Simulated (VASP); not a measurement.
Input of a VASP 6.6.1 run:

The input INCAR:

```
  ALGO = Normal
  EDIFF = 1E-8
  ENCUT = 520
  GGA = PS
  IBRION = 8
  ISIF = 2
  ISMEAR = 0
  LASPH = True
  LCHARG = True
  LEPSILON = True
  LREAL = False
  LWAVE = False
  NBANDS = 15
  NELM = 100
  NSW = 1
  PREC = Accurate
  SIGMA = 0.01
```

File KPOINTS:

```
k-points
0
Gamma
  6 6 6
```

File POSCAR:

```
RbBr
1.0
    0.0000000000      3.5062000000      3.5062000000
    3.5062000000      0.0000000000      3.5062000000
    3.5062000000      3.5062000000      0.0000000000
Rb Br
1 1
Direct
    0.0000000000      0.0000000000      0.0000000000
    0.5000000000      0.5000000000      0.5000000000
```

Potentials or basis: VASP PAW PBE potentials, release 64 (Rb_sv, Br).

The run is started by

```bash
$ cat potpaw_PBE.64/Rb_sv/POTCAR potpaw_PBE.64/Br/POTCAR > POTCAR
$ mpirun -np 1 vasp_std > vasp.out
```

**Question.** What does it give for the electronic dielectric tensor (diagonal)?

**Answer.** 2.49.

**Question.** What does it give for the Born charges (mean of the diagonal)?

**Answer.** Rb +1.17; Br -1.17 e.

**Question.** What does it give for the highest phonon frequency at Γ, LO-TO splitting left out?

**Answer.** 70 cm⁻¹.

Born effective charge tensors (e):
atom 1, Rb
```
1.17 0.00 0.00
0.00 1.17 0.00
0.00 0.00 1.17
```
atom 2, Br
```
-1.17  0.00  0.00
 0.00 -1.17  0.00
 0.00  0.00 -1.17
```
